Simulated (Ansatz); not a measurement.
Crystal: As.

```xyz
1
Lattice="2.7037 0.0000 0.0000 0.0000 2.7037 0.0000 0.0000 0.0000 2.7037" Properties=species:S:1:pos:R:3 pbc="T T T"
As    1.3518    1.3518    1.3518
```

This isn't the form of As at room conditions, which is rhombohedral.

Base run:

| Item | Value |
| --- | --- |
| Program | Ansatz 0.2.0 |
| Functional | PBEsol |
| Potentials or basis | all-electron LAPW, scalar-relativistic |
| Cutoff | 237 eV |
| Density cutoff | 947 eV |
| Basis error allowed | 0.001 eV/atom |
| k mesh | 10 × 10 × 10 |
| Occupations | fermi-dirac, width 0.05 eV |
| Spin | no spin polarisation |

Its results: pressure -1.5 GPa.

Task: The run is repeated on the same cell with these changes: k mesh from 10 × 10 × 10 to 8 × 8 × 8. What comes out?

Result: Pressure -0.5 GPa.

Caveats: the k mesh is thin for a metal, which can move the energy by tens of meV per atom (some runs).

Not every run made on this cell is shown here.
